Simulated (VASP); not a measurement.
# AlN (Fm-3m) in VASP: notebook, part 3 of 3

VASP 6.6.1.

## Step 6: Dielectric tensor, PBE

Contents of INCAR:

```
ALGO     = Normal         # electronic algorithm
EDIFF    = 1E-8           # SCF threshold, eV
ENCUT    = 500            # plane-wave cutoff, eV
GGA      = PE             # functional
ISIF     = 2              # what is computed and relaxed
ISMEAR   = 0              # smearing method
LASPH    = True           # aspherical terms in the spheres
LCHARG   = False          # write CHGCAR
LEPSILON = True           # dielectric tensor by DFPT
LREAL    = False          # projectors in reciprocal space
LWAVE    = False          # write WAVECAR
NELM     = 100            # most SCF steps
PREC     = Accurate       # precision mode
SIGMA    = 0.01           # smearing width, eV
```

Contents of KPOINTS:

```
k-points
0
Gamma
  9 9 9
```

Contents of POSCAR:

```
AlN
1.0
    0.0000000000      2.0345180000      2.0345180000
    2.0345180000      0.0000000000      2.0345180000
    2.0345180000      2.0345180000      0.0000000000
Al N
1 1
Direct
    0.5000000000      0.5000000000      0.5000000000
    0.0000000000      0.0000000000      0.0000000000
```

Potentials or basis: VASP PAW PBE potentials, release 64 (Al, N).

On the command line:

```console
cat potpaw_PBE.64/Al/POTCAR potpaw_PBE.64/N/POTCAR > POTCAR
mpirun -np 1 vasp_std > vasp.out
```

OUTCAR:

```text
EDIFF = 1E-8
   ENCUT = 500
   GGA = PE
   ISIF = 2
   ISMEAR = 0
   LASPH = True
   LEPSILON = True
   LREAL = False
   NELM = 100
   PREC = Accurate

 Found     35 irreducible k-points:

 Following reciprocal coordinates:
            Coordinates               Weight
  0.000000  0.000000  0.000000      1.000000
  0.111111  0.000000  0.000000      8.000000
  0.222222  0.000000  0.000000      8.000000
  0.333333  0.000000  0.000000      8.000000
  0.444444  0.000000  0.000000      8.000000
  0.111111  0.111111  0.000000      6.000000
   k-points           NKPTS =     35   k-points in BZ     NKDIM =     35   number of bands    NBANDS=      8
   number of dos      NEDOS =    301   number of ions     NIONS =      2
   total plane-waves  NPLWV =  13824
   dimension x,y,z NGX =    24 NGY =   24 NGZ =   24
   dimension x,y,z NGXF=    48 NGYF=   48 NGZF=   48
   ions per type =               1   1
   NGX,Y,Z   is equivalent  to a cutoff of  13.87, 13.87, 13.87 a.u.
   NGXF,Y,Z  is equivalent  to a cutoff of  27.73, 27.73, 27.73 a.u.
 SYSTEM =  unknown system
   PREC   = accura    normal or accurate (medium, high low for compatibility)
   ISTART =      0    job   : 0-new  1-cont  2-samecut
   ICHARG =      2    charge: 1-file 2-atom 10-const
   ISPIN  =      1    spin polarized calculation?
   LNONCOLLINEAR =      F non collinear calculations
   LSORBIT =      F    spin-orbit coupling
   LASPH  =      T    aspherical Exc in radial PAW
   ENCUT  =  500.0 eV  36.75 Ry    6.06 a.u.   5.25  5.25  5.25*2*pi/ulx,y,z
   NELM   =    100;   NELMIN=  2; NELMDL= -5     # of ELM steps
   EDIFF  = 0.1E-07   stopping-criterion for ELM
   LREAL  =      F    real-space projection
   EDIFFG = 0.1E-06   stopping-criterion for IOM
   NSW    =      0    number of steps for IOM
   IBRION =     -1    ionic relax: 0-MD 1-quasi-New 2-CG
   NFREE  =      0    steps in history (QN), initial steepest desc. (CG)
   ISIF   =      2    stress and relaxation
   ISYM   =      2    0-nonsym 1-usesym 2-fastsym
   POTIM  = 0.5000    time-step for ionic-motion
   TEBEG  =    0.0;   TEEND  =   0.0 temperature during run
   PSTRESS=    0.0 pullay stress
[... 141 lines left out ...]
           0.000000     0.000000     5.344629
 ------------------------------------------------------

 Free energy of the ion-electron system (eV)
  ---------------------------------------------------
  ---------------------------------------------------
  free energy    TOTEN  =        -0.21286555 eV

  energy without entropy =       -0.21286555

------------------------ aborting loop because EDIFF is reached ----------------------------------------

--------------------------------------- Ionic step        2  -------------------------------------------

------------------------ aborting loop because EDIFF is reached ----------------------------------------

--------------------------------------- Ionic step        3  -------------------------------------------

 Free energy of the ion-electron system (eV)
  ---------------------------------------------------
  ---------------------------------------------------
  free energy    TOTEN  =        -0.21286554 eV

  energy without entropy =       -0.21286554

------------------------ aborting loop because EDIFF is reached ----------------------------------------

 PIEZOELECTRIC TENSOR FIELD DIRECTION 3  (e Angst)
 -----------------------------------------------------------------------------
     0.00013  0.00000  0.00000           ( -0.00001  0.00000  0.00000)
     0.00000  0.00013 -0.00000           (  0.00000 -0.00001  0.00000)
     0.00000  0.00000 -0.00053           (  0.00000  0.00000 -0.00001)

 PIEZOELECTRIC TENSOR FIELD DIRECTION 3  (C/m^2)
 -----------------------------------------------------------------------------
     0.00012  0.00000  0.00000
     0.00000  0.00012 -0.00000
     0.00000  0.00000 -0.00050

 MACROSCOPIC STATIC DIELECTRIC TENSOR (including local field effects in DFT)
 ------------------------------------------------------
           5.200102     0.000000    -0.000000
           0.000000     5.200102    -0.000000
          -0.000000     0.000000     5.200102
 ------------------------------------------------------

 PIEZOELECTRIC TENSOR (including local field effects)  for field in x, y, z        (e  Angst)
          XX          YY          ZZ          XY          YZ          ZX
  --------------------------------------------------------------------------------
  x     0.00000     0.00000     0.00000     0.00000     0.00000     0.00000
  y     0.00000     0.00000     0.00000     0.00000     0.00000     0.00000
  z     0.00000     0.00000     0.00000     0.00000     0.00000     0.00000

 PIEZOELECTRIC TENSOR (including local field effects)  for field in x, y, z        (C/m^2)
          XX          YY          ZZ          XY          YZ          ZX
  --------------------------------------------------------------------------------
  x     0.00000     0.00000     0.00000     0.00000     0.00000     0.00000
  y     0.00000     0.00000     0.00000     0.00000     0.00000     0.00000
  z     0.00000     0.00000     0.00000     0.00000     0.00000     0.00000

 BORN EFFECTIVE CHARGES (including local field effects) (in |e|, cummulative output)
 ---------------------------------------------------------------------------------
 ion    1
    1     2.98216     0.00000     0.00000
    2     0.00000     2.98216     0.00000
    3    -0.00000     0.00000     2.98216
 ion    2
    1    -2.98216    -0.00000    -0.00000
    2    -0.00000    -2.98216    -0.00000
    3     0.00000    -0.00000    -2.98216
```

OSZICAR:

```text
N       E                     dE             d eps       ncg     rms          rms(c)
DAV:   1     0.710217695427E+01    0.71022E+01   -0.40176E+03   560   0.881E+02
DAV:   2    -0.159341613939E+02   -0.23036E+02   -0.22211E+02   752   0.121E+02
DAV:   3    -0.162737001670E+02   -0.33954E+00   -0.33954E+00   640   0.200E+01
[... 14 lines left out ...]
RMM:   3    -0.199896469824E+00    0.22788E-02   -0.22510E-03  1892   0.402E-01    0.411E-01
RMM:   4    -0.210893628582E+00   -0.10997E-01   -0.33254E-03  1902   0.505E-01    0.606E-02
RMM:   5    -0.212682734991E+00   -0.17891E-02   -0.66725E-05  1915   0.809E-02    0.789E-03
RMM:   6    -0.212794372613E+00   -0.11164E-03   -0.59488E-07  2011   0.892E-03    0.351E-03
RMM:   7    -0.212862682097E+00   -0.68309E-04   -0.17641E-07  1979   0.491E-03    0.213E-04
RMM:   8    -0.212864342192E+00   -0.16601E-05   -0.62985E-10  2039   0.280E-04    0.109E-04
RMM:   9    -0.212865541650E+00   -0.11995E-05    0.44463E-10  1702   0.187E-04    0.704E-06
```

stdout:

```text
POSCAR found type information on POSCAR AlN
 POSCAR found :  2 types and       2 ions
 scaLAPACK will be used
 LDA part: xc-table for (Slater+PW92), standard interpolation
 POSCAR, INCAR and KPOINTS ok, starting setup
 FFT: planning ... GRIDC
 FFT: planning ... GRID_SOFT
 FFT: planning ... GRID
 WAVECAR not read
 entering main loop
 Linear response reoptimize wavefunctions to high precision
 Linear response G [H, r] |phi>, progress :
  Direction:   1
 Linear response G [H, r] |phi>, progress :
  Direction:   2
 Linear response G [H, r] |phi>, progress :
  Direction:   3
 Linear response to external field (no local field effect), progress :
  Direction:   1
 dielectric tensor                  component  1 :     6.266     2.452     0.455
 Linear response to external field (no local field effect), progress :
  Direction:   2
 dielectric tensor                  component  2 :     2.452     6.217    -0.523
 Linear response to external field (no local field effect), progress :
  Direction:   3
 dielectric tensor                  component  3 :     0.455    -0.523     3.551
 Linear response to external field, progress :
  Direction:   1
 dielectric tensor                  component  1 :     5.200     1.546     0.387
 Linear response to external field, progress :
  Direction:   2
 dielectric tensor                  component  2 :     1.395     5.200    -0.078
 Linear response to external field, progress :
  Direction:   3
 dielectric tensor                  component  3 :     0.238     1.078     5.200
 Born effective charges drift removed
```

Run time: 50 s. Hardware: 1 thread of Intel Xeon Platinum 8375C at 2.90GHz (Ice Lake), shared host; peak memory 0.15 GiB.

These settings aren't checked as converged: the numbers below hold their error.

What came out:

```
Band gap on the k mesh                  : 4.62 eV, indirect (least direct gap 5.41 eV)
Electronic dielectric tensor (diagonal) : 5.20
Born charges (mean of the diagonal)     : Al +2.98; N -2.98 e
```

Caveat: an odd mesh through Γ misses points on the zone boundary, where band edges often lie.

## Step 7: The reference run

An earlier run on the cell as given: functional PBE; potentials or basis VASP PAW PBE potentials, release 64 (Al, N); cutoff 520 eV; k mesh 11 × 11 × 11; occupations fermi-dirac, width 0.05 eV; no spin polarisation.

- Pressure: 0.0 GPa
- Band gap on the k mesh: 4.55 eV, indirect (least direct gap 5.41 eV)
